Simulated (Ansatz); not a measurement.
# BN (Fmm2) in Ansatz: a series of runs

The runs below take BN through single point, with PBE.

Program: Ansatz 0.2.0. These are calculated values, not measurements. Logs are shortened: lines on timing, memory, paths and dates and some standing lists are left out, and cuts for length are marked.

### 1 The crystal as given

The structure is orthorhombic, space group Fmm2 (No. 42). Conventional cell: a = 2.503 Å, b = 6.991 Å, c = 4.332 Å, α = 90.00°, β = 90.00°, γ = 90.00°. Around N (site symmetry mm2) lie 3 B at 1.44 Å. B (site symmetry mm2) has 3 N at 1.44 Å as nearest neighbours.

Measurements of this composition are mostly on another form, of space group No. 194.

### 2 Single point, PBE

Contents of input.yaml:

```yaml
crystal:
  lattice:
    - [0.0, 3.49531583, 2.16609124]
    - [1.2516321, 0.0, 2.16609124]
    - [1.2516321, 3.49531583, 0.0]
  atoms:
    - { symbol: "N", position: [0.66665134, 0.66665134, 0.33334866] }
    - { symbol: B, position: [4.865e-05, 4.865e-05, 0.99995135] }
hamiltonian:
  xc: pbe
  pseudopotentials: { kind: paw }
kpoints:
  mp_grid: { grid: [13, 13, 13] }
scf:
  occupations: { method: gaussian, width: 0.024 }
output:
  forces: true
  stress: true
  eigenvalues: true
```

Potentials or basis: Ansatz PAW.

On the command line:

```bash
> ansatz run input.yaml --threads 2 --pin off --max-ram 5632MiB --backend cpu --events-out ev --progress --plain --runs-dir out
```

The program printed:

```text
Warning: RAYON_NUM_THREADS=2 ignored (pool sized by the plan → 2); use --threads N
Engine: ansatz 0.2.0, x86_64-unknown-linux-gnu
Pseudopotentials: kind: paw
Pseudopotential: N, paw, valence charge 5, recommended cutoff 420 eV (normal), N.paw.azcp
Pseudopotential: B, paw, valence charge 3, recommended cutoff 420 eV (normal), B.paw.azcp
Functional definition: PBE
  parameter kappa = 0.804
  parameter beta = 0.06672455060314922
  exchange = pbe_x(kappa = kappa, mu = beta*pi^2/3)
  correlation = pbe_c(beta = beta)
Crystal: 2 atoms, lattice volume = 18.953 Å³
Basis set: ecut = 420 eV, 365 PW (Γ), exchange–correlation on 60×36×50 points (8 copies of the dense FFT grid, shifted against one another)
Bands: 8, of which v1, the nominal top of the filled ones, is band 4 counted from 1 (3 counted from 0)
Symmetry: 4 space group operations
Space group: Fmm2 (ITA 42), of the structure as read, at distance tolerance 2.7e-5 Å
k-points: 343 of 2197 (time reversal used)
Non-local potential: N, projectors of the file, l = 0: 2, l = 1: 2, l = 2: 1
Non-local potential: B, projectors of the file, l = 0: 2, l = 1: 2, l = 2: 1
PAW form: soft (Blöchl's): semilocal exchange-correlation on the pseudo side does not see the compensation charge
PAW one-centre angular grid: N, 110 points (default); XC on 64 Gauss nodes
PAW one-centre angular grid: B, 110 points (default); XC on 64 Gauss nodes
Initial density: superposition of atomic densities (neutral atoms: chi_scale 0, normalization atom), corrected by the library's trained network
Initial wavefunctions: pseudopotential atomic-orbital guess
Functional: x = pbe(κ = 0.804, μ = 0.2195149727645171), c = pbe(β = 0.06672455060314922)
SCF iter   1: F=—  HF=-542.412888 eV  |F-HF|=—  |Δ(HF+E_count)|=         —  Δρ=1.82e-3  dr2=2.56e-4  ethr=1.77e-3  ⟨swp⟩=4.9  Hψ=18503  notcnv=0
preconditioner: auto → none  [insulator: Δε(μ)=3.891 eV  Ē_g=18.468 eV  σ=0.024 eV  W_gap=1.00  n_scr=2 (ndim 8)  ℏωp=24.1 eV  f_vac=0.044  D(μ)=0.00/eV (n_scr^D=0)  ε∞_Penn≈2.7]
SCF iter   2: F=—  HF=-542.413823 eV  |F-HF|=—  |Δ(HF+E_count)|=   9.35e-4  Δρ=9.07e-4  dr2=4.01e-5  ethr=3.20e-6  ⟨swp⟩=2.0  Hψ=8131  notcnv=0
SCF iter   3: F=—  HF=-542.413966 eV  |F-HF|=—  |Δ(HF+E_count)|=   1.43e-4  Δρ=4.90e-4  dr2=7.76e-6  ethr=5.02e-7  ⟨swp⟩=2.3  Hψ=3996  notcnv=0
SCF iter   4: F=—  HF=-542.414034 eV  |F-HF|=—  |Δ(HF+E_count)|=   6.85e-5  Δρ=1.27e-4  dr2=5.64e-7  ethr=9.71e-8  ⟨swp⟩=2.1  Hψ=3963  notcnv=0
iter 5 did not close the SCF: its close was put off for the readings that it lacked (scf_convergence_deferred on its scf_iter line)
SCF iter   5: F=-542.414041 eV  HF=-542.414041 eV  |F-HF|=2.12e-7  |Δ(HF+E_count)|=   6.49e-6  Δρ=2.96e-5  dr2=5.87e-8  ethr=7.05e-9  ⟨swp⟩=2.0  Hψ=4073  notcnv=0
SCF iter   6: F=-542.414041 eV  HF=-542.414041 eV  |F-HF|=4.77e-9  |Δ(HF+E_count)|=   2.27e-7  Δρ=3.31e-6  dr2=4.50e-10  ethr=7.34e-10  ⟨swp⟩=2.3  Hψ=9639  notcnv=0
SCF 1 converged in 6 iterations: F = -542.414041 eV  dr2 = 4.50e-10
SCF converged after 6 iterations
Free energy (F): -542.414041 eV
Harris-Foulkes:  -542.414041 eV  (|F-HF|=4.77e-9)
Internal energy: -542.414041 eV  (E = F + TS)
E sigma→0 (E₀):  -542.414041 eV
Fermi energy:    6.281919 eV
--- Per-component energies (eV) ---
  E_band       = -23.178182
  E_kinetic    = 183.463780
  E_local      = -373.563650  (includes V_loc(G=0)·N_el)
  E_nonlocal   = 57.845589
  E_hartree    = 123.159992
  E_xc         = -92.205945
  E_vxc        = -114.388616  (∫ρ·V_xc dr)
  E_paw        = -206.830126  (= ΣΔE_a)
  E_vpaw       = -22.855440  (= ΣTr[D̂ρ^β])
  E_aug_tail   = 0.000100  (compensation charges beyond the density's cutoff)
  E_ewald      = -234.283781
  E_smearing   = -0.000000  (= −TS)
  E_closure    = -0.000000  (closes the sum)
  Σ components = -542.414041   (vs F -542.414041, Δ=0.00e0)
--- Forces (eV/Å), atoms counted from 1 ---
  atom   1  N      0.00000000    -0.00000000    -0.00967447
  atom   2  B     -0.00000000     0.00000000     0.00967661
  max |Σ_I F_I| component: 2.14e-6 eV/Å
--- Stress (GPa, compression-positive) ---
        3.957452       0.000000       0.000000
        0.000000       1.745649      -0.000000
        0.000000      -0.000000       4.000416
  P = ⅓ Tr σ = 3.2345 GPa (32.345 kbar)
--- Band table (eV; the first three rows and the last of 343) ---
  k-point 0: bands = ["-13.5335", "-0.1498", "2.9124", "2.9198", "9.1953", "15.8694", "15.9290", "17.2926"]
  k-point 1: bands = ["-13.4154", "-0.0345", "2.4337", "2.6922", "9.4649", "15.8424", "16.3914", "16.8789"]
  k-point 2: bands = ["-13.0671", "0.3087", "1.1970", "2.1350", "10.1888", "15.6545", "15.7893", "17.7820"]
  k-point 342: bands = ["-10.3312", "-4.6735", "-0.2191", "3.8672", "10.0286", "14.1986", "16.7138", "18.2469"]
```

It took 8.3 s on 2 threads of AMD EPYC (Zen 3), shared host; peak memory 0.38 GiB.

Results:

```yaml
Free_energy: -542.4140 eV
Pressure: 3.2 GPa
Largest_force: 0.010 eV/Å
Band_gap_on_the_k_mesh: 3.91 eV, indirect (least direct gap 4.65 eV)
```

Forces in eV/Å, atoms in the order of the input:
```
N    0.000  0.000 -0.010
B    0.000  0.000  0.010
```

Stress tensor (GPa, compression positive):
```
3.96 0.00 0.00
0.00 1.75 0.00
0.00 0.00 4.00
```

Levels at points of the mesh, in eV from the valence-band top:
```csv
k point,band 2,band 3,band 4,band 5,band 6,band 7
"(0.00, 0.00, 0.00)",-4.48,-1.42,-1.41,4.87,11.54,11.60
```

Caveat: odd divisions of the mesh miss points on the zone boundary, where band edges often lie, so the gap on the mesh can be too wide; the pressure holds a Pulay correction of +0.6 GPa for the finite cutoff. A k mesh can miss the band edges.

### 3 Single point, PBE

Changes to input.yaml since step 2:

```diff
@@ -14,3 +14,3 @@
 scf:
-  occupations: { method: gaussian, width: 0.024 }
+  occupations: { method: gaussian, width: 0.025 }
 output:
```

Potentials or basis: Ansatz PAW.

On the command line:

```bash
> ansatz run input.yaml --threads 2 --pin off --max-ram 5632MiB --backend cpu --events-out ev --progress --plain --runs-dir out
```

It took 8.8 s on 2 threads of AMD EPYC (Zen 3), shared host; peak memory 0.38 GiB.

Results (log left out):

- Free energy: -542.4140 eV
- Pressure: 3.2 GPa
- Largest force: 0.010 eV/Å
- Band gap on the k mesh: 3.91 eV, indirect (least direct gap 4.65 eV)

Forces on the atoms (eV/Å):
```
N    0.000  0.000 -0.010
B    0.000  0.000  0.010
```

Stress tensor (GPa, compression positive):
```
3.96 0.00 0.00
0.00 1.75 0.00
0.00 0.00 4.00
```

Levels at points of the mesh, in eV from the valence-band top:
```tsv
k point	band 1	band 2	band 3	band 4	band 5	band 6	band 7	band 8
(0.00, 0.00, 0.00)	-17.86	-4.48	-1.42	-1.41	4.87	11.54	11.60	12.96
```

Caveat: odd divisions of the mesh miss points on the zone boundary, where band edges often lie, so the gap on the mesh can be too wide; the pressure holds a Pulay correction of +0.6 GPa for the finite cutoff.
